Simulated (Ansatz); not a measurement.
# BaTiO3 (Barioperovskite) (Amm2) in Ansatz: a series of runs

One crystal, BaTiO3 (Barioperovskite), is run at these levels: LDA; tasks: single point, equation of state.

All numbers are computed with Ansatz 0.2.0; they aren't measurements. Logs are shortened: lines on timing, memory, paths and dates and some standing lists are left out, and cuts for length are marked.

**1. The crystal as given**

Symmetry: Amm2, No. 38, orthorhombic system. Conventional cell: a = 3.986 Å, b = 5.674 Å, c = 5.690 Å, α = 90.00°, β = 90.00°, γ = 90.00°. Ba (site symmetry mm2) has 12 O at 2.77 to 2.92 Å as nearest neighbours. Ti (site symmetry mm2) has 6 O at 1.93 to 2.09 Å as nearest neighbours. O (site symmetry m) has 2 Ti at 1.93 to 2.09 Å as nearest neighbours. O (site symmetry mm2) is surrounded by 2 Ti at 2.00 Å.

**2. Single point, LDA, 12.10 Å³/atom (volume scaled by 0.94)**

input.yaml

```yaml
crystal:
  lattice:
    - [3.9041404363, 0.0, 0.0]
    - [0.0, 2.7789878318, 2.7870694172]
    - [0.0, -2.7789878318, 2.7870694172]
  atoms:
    - { symbol: Ba, position: [0.0, 0.0, 0.0] }
    - { symbol: Ti, position: [0.5, 0.5124, 0.5124] }
    - { symbol: O, position: [0.5, 0.99184, 0.50524] }
    - { symbol: O, position: [0.5, 0.50524, 0.99184] }
    - { symbol: O, position: [0.0, 0.4874, 0.4874] }
kpoints:
  mp_grid: { grid: [7, 7, 7] }
scf:
  occupations: { method: fermi_dirac, width: 0.05 }
hamiltonian:
  xc: lda
  pseudopotentials: { kind: all_electron, lapw: { basis_error: 0.002 } }
output:
  forces: true
  stress: true
  eigenvalues: true
```

Potentials or basis: all-electron LAPW, scalar-relativistic.

The run is started by

```console
> ansatz run input.yaml --threads 4 --pin off --max-ram 12288MiB --backend cpu --events-out ev --progress --plain --runs-dir out
```

What it wrote:

```text
Warning: RAYON_NUM_THREADS=4 ignored (pool sized by the plan → 4); use --threads N
LAPW: plane waves up to 10.274 Å⁻¹, error target 2.0e-3 eV per atom; small_component_spin mean_spin; O in spheres of 0.878 Å, 8 of its electrons in bands, Dirac shells []; Ti in spheres of 1.010 Å, 20 of its electrons in bands, Dirac shells []; Ba in spheres of 1.105 Å, 28 of its electrons in bands, Dirac shells [] (how accurate: hamiltonian.pseudopotentials.lapw.basis_error, Limitations)
Engine: ansatz 0.2.0, x86_64-unknown-linux-gnu
Pseudopotentials: kind: all_electron
Pseudopotential: Ba, LAPW, valence charge 28, lapw/all_electron/scalar/gaussian/Ba, Koelling and Harmon's equation, gaussian nucleus
Pseudopotential: Ti, LAPW, valence charge 20, lapw/all_electron/scalar/gaussian/Ti, Koelling and Harmon's equation, gaussian nucleus
Pseudopotential: O, LAPW, valence charge 8, lapw/all_electron/scalar/gaussian/O, Koelling and Harmon's equation, gaussian nucleus
Functional definition: SPW92
  exchange = slater_x
  correlation = pw_c
Crystal: 5 atoms, lattice volume = 60.477 Å³
Basis set: ecut = 402.1881763166421 eV, 1125 PW (Γ), exchange–correlation at level 2
Bands: 44, of which v1, the nominal top of the filled ones, is band 36 counted from 1 (35 counted from 0)
Symmetry: 4 space group operations
Space group: Amm2 (ITA 38), of the structure as read, at distance tolerance 3.9e-5 Å
k-points: 64 of 343 (time reversal used)
Non-local potential: Ba, projectors of the file, none
Non-local potential: Ti, projectors of the file, none
Non-local potential: O, projectors of the file, none
Initial density: superposition of atomic densities (chi_scale 0.1, normalization cell, long waves kept (reshape's long-wave potential 0.00 eV rms))
Initial wavefunctions: plane waves of lowest kinetic energy (no species holds an atomic orbital)
Functional: x = slater, c = lda
iter 1 solved again at ethr=1.90e-2 eV; its pass at ethr=1.00e-1 eV (dr2=1.36e1 eV) is discarded
SCF iter   1: F=—  HF=-250510.228524 eV  |F-HF|=—  |Δ(HF+E_count)|=         —  Δρ=1.41e-1  dr2=1.36e1  ethr=1.90e-2  ⟨swp⟩=2.0  Hψ=18247  notcnv=0
preconditioner: auto → Resta (q_TF=auto, 2.809 Å⁻¹)  ε∞=3.4  [insulator: Δε(μ)=5.933 eV  Ē_g=19.007 eV  σ=0.050 eV  W_gap=1.00  n_scr=26 (ndim 8)  ℏωp=29.4 eV  f_vac=0.000  D(μ)=0.00/eV (n_scr^D=0)  ε∞_Penn≈3.4]
SCF iter   2: F=—  HF=-250506.227940 eV  |F-HF|=—  |Δ(HF+E_count)|=    4.00e0  Δρ=8.02e-2  dr2=5.07e0  ethr=1.89e-2  ⟨swp⟩=3.0  Hψ=9593  notcnv=0
SCF iter   3: F=—  HF=-250504.540816 eV  |F-HF|=—  |Δ(HF+E_count)|=    1.69e0  Δρ=4.41e-2  dr2=1.42e0  ethr=7.04e-3  ⟨swp⟩=3.0  Hψ=8863  notcnv=0
SCF iter   4: F=—  HF=-250504.185641 eV  |F-HF|=—  |Δ(HF+E_count)|=         —  Δρ=1.48e-2  dr2=1.55e-1  ethr=1.97e-3  ⟨swp⟩=3.0  Hψ=9132  notcnv=0
the basis was enlarged: its passes take 89.3 KiB over the memory plan, 4 of 4 planned eigensolver slots
SCF iter   5: F=—  HF=-250504.195294 eV  |F-HF|=—  |Δ(HF+E_count)|=   9.65e-3  Δρ=1.23e-2  dr2=1.31e-1  ethr=2.16e-4  ⟨swp⟩=2.9  Hψ=9226  notcnv=0
SCF iter   6: F=—  HF=-250504.156824 eV  |F-HF|=—  |Δ(HF+E_count)|=   3.85e-2  Δρ=4.55e-3  dr2=1.72e-2  ethr=1.82e-4  ⟨swp⟩=2.0  Hψ=8844  notcnv=0
iter 7 solved again at ethr=1.01e-6 eV; its pass at ethr=2.39e-5 eV (dr2=7.30e-4 eV) is discarded
SCF iter   7: F=—  HF=-250504.150714 eV  |F-HF|=—  |Δ(HF+E_count)|=   6.11e-3  Δρ=9.48e-4  dr2=7.30e-4  ethr=1.01e-6  ⟨swp⟩=2.0  Hψ=14512  notcnv=0
SCF iter   8: F=—  HF=-250504.150480 eV  |F-HF|=—  |Δ(HF+E_count)|=   2.33e-4  Δρ=2.04e-4  dr2=3.38e-5  ethr=1.01e-6  ⟨swp⟩=2.2  Hψ=8606  notcnv=0
SCF iter   9: F=—  HF=-250504.150476 eV  |F-HF|=—  |Δ(HF+E_count)|=   4.13e-6  Δρ=2.30e-5  dr2=2.71e-7  ethr=4.69e-8  ⟨swp⟩=2.0  Hψ=8585  notcnv=0
SCF iter  10: F=—  HF=-250504.150476 eV  |F-HF|=—  |Δ(HF+E_count)|=   7.51e-9  Δρ=1.33e-5  dr2=1.26e-7  ethr=3.76e-10  ⟨swp⟩=3.0  Hψ=8853  notcnv=0
SCF iter  11: F=-250504.150476 eV  HF=-250504.150476 eV  |F-HF|=7.04e-9  |Δ(HF+E_count)|=   2.62e-8  Δρ=3.71e-6  dr2=8.47e-9  ethr=1.75e-10  ⟨swp⟩=2.0  Hψ=8585  notcnv=0
SCF 1 converged in 11 iterations: F = -250504.150476 eV  dr2 = 8.47e-9
SCF converged after 11 iterations
Free energy (F): -250504.150476 eV
Harris-Foulkes:  -250504.150476 eV  (|F-HF|=7.04e-9)
Internal energy: -250504.150476 eV  (E = F + TS)
E sigma→0 (E₀):  -250504.150476 eV
Fermi energy:    13.851629 eV
--- Per-component energies (eV) ---
  E_band       = -8589.189236
  E_kinetic    = 265129.726540
  E_xc         = -6985.134296
  E_electrostatic = -508648.742720  (all electrons and nuclei)
  E_smearing   = -0.000000  (= −TS)
  E_closure    = 0.000000  (closes the sum)
  E_atoms      = -250460.715583  (free atoms, spherical and without spin; not in F)
  Σ components = -250504.150476   (vs F -250504.150476, Δ=0.00e0)
  Basis errors (estimates in eV, not in F): energy 9.3e-4 per atom: plane waves 8.4e-4 (5.0e-4 summed), levels above the bands 5.1e-70, relativity 1.4e-8, radial functions 9.1e-5, core shells 1.6e-7; eigenvalues (radial functions only) 4.8e-6; not estimated: angular momenta, meshes, grids; target (lapw.basis_error) 2.0e-3; muffin-tin radii O 0.878 Å, Ti 1.010 Å, Ba 1.105 Å
--- Forces (eV/Å), atoms counted from 1 ---
  atom   1  Ba     0.00000000     0.00000000     0.17538187
  atom   2  Ti     0.00000000     0.00000000    -0.08212025
  atom   3  O      0.00000000     0.16547790    -0.13654912
  atom   4  O      0.00000000    -0.16547790    -0.13654912
  atom   5  O      0.00000000     0.00000000     0.17983542
  max |Σ_I F_I| component: 1.20e-6 eV/Å
--- Stress (GPa, compression-positive) ---
        2.557714       0.000000       0.000000
        0.000000       2.731163       0.000000
        0.000000       0.000000       1.991883
  P = ⅓ Tr σ = 2.4269 GPa (24.269 kbar)
--- Band table (eV; the first three rows and the last of 64) ---
  k-point 0: bands = ["-516.3035", "-487.0630", "-487.0630", "-487.0390", "-424.7108", "-424.7106", "-424.7095", "-220.2480", "-157.6353", "-157.6344", "-157.6343", "-66.7790", "-66.7778", "-66.7767", "-66.7766", "-66.7759", "-42.7315", "-19.3391", "-19.3352", "-19.3195", "-11.6000", "-3.8168", "-3.1516", "-3.1374", "3.2076", "3.2139", "3.2364", "10.6333", "10.6368", "10.6383", "11.4966", "11.5555", "11.6112", "12.5774", "12.7037", "12.7533", "14.7953", "14.8639", "15.0528", "17.3894", "17.4504", "17.9051", "18.0160", "20.7783"]
  k-point 1: bands = ["-516.3035", "-487.0630", "-487.0630", "-487.0390", "-424.7108", "-424.7106", "-424.7095", "-220.2480", "-157.6353", "-157.6344", "-157.6343", "-66.7789", "-66.7777", "-66.7767", "-66.7766", "-66.7759", "-42.7313", "-19.3509", "-19.3363", "-19.3190", "-11.5694", "-3.8508", "-3.1442", "-3.1074", "3.2472", "3.2746", "3.3271", "10.2607", "10.5528", "10.5570", "11.2328", "11.3409", "11.4869", "12.2299", "12.4618", "12.6082", "14.9169", "15.2582", "15.3523", "17.4395", "17.9515", "18.2963", "18.4255", "21.2752"]
  k-point 2: bands = ["-516.3035", "-487.0630", "-487.0630", "-487.0390", "-424.7108", "-424.7106", "-424.7095", "-220.2480", "-157.6353", "-157.6344", "-157.6343", "-66.7789", "-66.7777", "-66.7767", "-66.7766", "-66.7760", "-42.7307", "-19.3809", "-19.3353", "-19.3177", "-11.4992", "-4.0101", "-3.1173", "-2.9461", "3.3346", "3.3640", "3.5825", "9.4417", "10.2821", "10.2842", "10.8741", "11.0575", "11.2011", "11.4474", "12.2392", "12.3496", "14.9974", "16.0456", "16.1025", "17.4438", "18.8673", "19.2130", "19.4462", "21.5816"]
  k-point 63: bands = ["-516.3035", "-487.0630", "-487.0630", "-487.0390", "-424.7108", "-424.7106", "-424.7095", "-220.2480", "-157.6353", "-157.6344", "-157.6343", "-66.7788", "-66.7776", "-66.7767", "-66.7767", "-66.7760", "-42.7273", "-19.3976", "-19.3938", "-19.3839", "-11.2520", "-2.9368", "-2.8666", "-2.8183", "2.3654", "2.4214", "2.5388", "8.3854", "8.9443", "8.9807", "10.3042", "10.5298", "10.5333", "12.6558", "12.6979", "12.7587", "17.3195", "17.3750", "17.3847", "20.0014", "20.1376", "20.2781", "21.2030", "21.2713"]
```

Wall time 40 s (4 threads of AMD EPYC 7R43 (Zen 3), shared host); peak memory 0.77 GiB.

Results:

```yaml
Free_energy: -250504.1505 eV
Pressure: 2.4 GPa
Largest_force: 0.215 eV/Å
Band_gap_on_the_k_mesh: 2.03 eV, indirect (least direct gap 2.04 eV)
```

Caveat: spin-orbit coupling is left out, which moves the levels of the heavy elements; an odd mesh through Γ misses points on the zone boundary, where band edges often lie.

**3. Single point, LDA, 12.35 Å³/atom (volume scaled by 0.96)**

Changes to input.yaml since step 2:

```diff
@@ -2,5 +2,5 @@
   lattice:
-    - [3.9041404363, 0.0, 0.0]
-    - [0.0, 2.7789878318, 2.7870694172]
-    - [0.0, -2.7789878318, 2.7870694172]
+    - [3.9316352889, 0.0, 0.0]
+    - [0.0, 2.7985588135, 2.8066973133]
+    - [0.0, -2.7985588135, 2.8066973133]
   atoms:
```

Potentials or basis: all-electron LAPW, scalar-relativistic.

The run is started by

```console
> ansatz run input.yaml --threads 4 --pin off --max-ram 12288MiB --backend cpu --events-out ev --progress --plain --runs-dir out
```

It took 43 s on 4 threads of AMD EPYC 7R43 (Zen 3), shared host; peak memory 0.74 GiB.

Results (log left out):

- Free energy: -250504.1531 eV
- Pressure: -1.7 GPa
- Largest force: 0.215 eV/Å
- Band gap on the k mesh: 1.98 eV, indirect (least direct gap 2.03 eV)

Caveat: spin-orbit coupling is left out, which moves the levels of the heavy elements; an odd mesh through Γ misses points on the zone boundary, where band edges often lie.

**4. Single point, LDA, 12.61 Å³/atom (volume scaled by 0.98)**

Changes to input.yaml since step 3:

```diff
@@ -2,5 +2,5 @@
   lattice:
-    - [3.9316352889, 0.0, 0.0]
-    - [0.0, 2.7985588135, 2.8066973133]
-    - [0.0, -2.7985588135, 2.8066973133]
+    - [3.9587508719, 0.0, 0.0]
+    - [0.0, 2.817859829, 2.8260544582]
+    - [0.0, -2.817859829, 2.8260544582]
   atoms:
```

The run is started by

```console
> ansatz run input.yaml --threads 4 --pin off --max-ram 12288MiB --backend cpu --events-out ev --progress --plain --runs-dir out
```

Run time: 49 s. Hardware: 4 threads of AMD EPYC 7R43 (Zen 3), shared host; peak memory 0.75 GiB.

Results (log left out):

* Free energy: -250504.1247 eV
* Pressure: -5.3 GPa
* Largest force: 0.257 eV/Å
* Band gap on the k mesh: 1.94 eV, indirect (least direct gap 2.01 eV)

Caveat: spin-orbit coupling is left out, which moves the levels of the heavy elements; an odd mesh through Γ misses points on the zone boundary, where band edges often lie.

**5. Single point, LDA, 12.87 Å³/atom**

Changes to input.yaml since step 4:

```diff
@@ -2,5 +2,5 @@
   lattice:
-    - [3.9587508719, 0.0, 0.0]
-    - [0.0, 2.817859829, 2.8260544582]
-    - [0.0, -2.817859829, 2.8260544582]
+    - [3.9855, 0.0, 0.0]
+    - [0.0, 2.8369, 2.84515]
+    - [0.0, -2.8369, 2.84515]
   atoms:
```

The run is started by

```console
> ansatz run input.yaml --threads 4 --pin off --max-ram 12288MiB --backend cpu --events-out ev --progress --plain --runs-dir out
```

Wall time 62 s (4 threads of AMD EPYC 7R43 (Zen 3), shared host); peak memory 0.73 GiB.

The run converged. Its results:

```yaml
Free_energy: -250504.0685 eV
Pressure: -8.6 GPa
Largest_force: 0.319 eV/Å
Band_gap_on_the_k_mesh: 1.90 eV, indirect (least direct gap 1.99 eV)
```

Caveat: spin-orbit coupling is left out, which moves the levels of the heavy elements; an odd mesh through Γ misses points on the zone boundary, where band edges often lie.

**6. Single point, LDA, 13.12 Å³/atom (volume scaled by 1.02)**

Changes to input.yaml since step 5:

```diff
@@ -2,5 +2,5 @@
   lattice:
-    - [3.9855, 0.0, 0.0]
-    - [0.0, 2.8369, 2.84515]
-    - [0.0, -2.8369, 2.84515]
+    - [4.011894809, 0.0, 0.0]
+    - [0.0, 2.8556879648, 2.8639926021]
+    - [0.0, -2.8556879648, 2.8639926021]
   atoms:
```

Potentials or basis: all-electron LAPW, scalar-relativistic.

The run is started by

```console
> ansatz run input.yaml --threads 4 --pin off --max-ram 12288MiB --backend cpu --events-out ev --progress --plain --runs-dir out
```

Wall time 52 s (4 threads of AMD EPYC 7R43 (Zen 3), shared host); peak memory 0.74 GiB.

It converged, with:

```yaml
Free_energy: -250503.9876 eV
Pressure: -11.5 GPa
Largest_force: 0.387 eV/Å
Band_gap_on_the_k_mesh: 1.85 eV, indirect (least direct gap 1.97 eV)
```

Caveat: spin-orbit coupling is left out, which moves the levels of the heavy elements; an odd mesh through Γ misses points on the zone boundary, where band edges often lie.

**7. Single point, LDA, 13.38 Å³/atom (volume scaled by 1.04)**

Changes to input.yaml since step 6:

```diff
@@ -2,5 +2,5 @@
   lattice:
-    - [4.011894809, 0.0, 0.0]
-    - [0.0, 2.8556879648, 2.8639926021]
-    - [0.0, -2.8556879648, 2.8639926021]
+    - [4.0379468039, 0.0, 0.0]
+    - [0.0, 2.8742319127, 2.8825904778]
+    - [0.0, -2.8742319127, 2.8825904778]
   atoms:
```

The run is started by

```console
> ansatz run input.yaml --threads 4 --pin off --max-ram 12288MiB --backend cpu --events-out ev --progress --plain --runs-dir out
```

Run time: 53 s. Hardware: 4 threads of AMD EPYC 7R43 (Zen 3), shared host; peak memory 0.73 GiB.

It converged, with:

```yaml
Free_energy: -250503.8846 eV
Pressure: -14.1 GPa
Largest_force: 0.456 eV/Å
Band_gap_on_the_k_mesh: 1.81 eV, indirect (least direct gap 1.94 eV)
```

Caveat: spin-orbit coupling is left out, which moves the levels of the heavy elements; an odd mesh through Γ misses points on the zone boundary, where band edges often lie.

**8. Single point, LDA, 13.64 Å³/atom (volume scaled by 1.06)**

Changes to input.yaml since step 7:

```diff
@@ -2,5 +2,5 @@
   lattice:
-    - [4.0379468039, 0.0, 0.0]
-    - [0.0, 2.8742319127, 2.8825904778]
-    - [0.0, -2.8742319127, 2.8825904778]
+    - [4.0636669038, 0.0, 0.0]
+    - [0.0, 2.8925396159, 2.9009514217]
+    - [0.0, -2.8925396159, 2.9009514217]
   atoms:
```

The run is started by

```console
> ansatz run input.yaml --threads 4 --pin off --max-ram 12288MiB --backend cpu --events-out ev --progress --plain --runs-dir out
```

It took 56 s on 4 threads of AMD EPYC 7R43 (Zen 3), shared host; peak memory 0.74 GiB.

Results (log left out):

| Item | Value |
| --- | --- |
| Free energy | -250503.7621 eV |
| Pressure | -16.4 GPa |
| Largest force | 0.522 eV/Å |
| Band gap on the k mesh | 1.77 eV, indirect (least direct gap 1.92 eV) |

Caveat: spin-orbit coupling is left out, which moves the levels of the heavy elements; an odd mesh through Γ misses points on the zone boundary, where band edges often lie.

**9. Equation of state, LDA**

Potentials or basis: all-electron LAPW, scalar-relativistic.

This step only gathers the single runs of the series.

What came out:

- Equilibrium volume: 12.24 Å³/atom
- Bulk modulus at fixed shape and positions: 194 GPa
- Pressure derivative of the bulk modulus: 4.5

Energy against volume, from the lowest point:
```
volume (Å³/atom)  energy (meV/atom)
          12.095               0.53
          12.353               0.00
          12.610               5.68
          12.867              16.92
          13.125              33.11
          13.382              53.70
          13.639              78.21
```

Caveat: the cell was scaled at fixed shape and fractional positions, which overstates the stiffness of a crystal with free parameters, most of all of layers and chains. Spin-orbit coupling is left out, which matters for the levels of Ba.
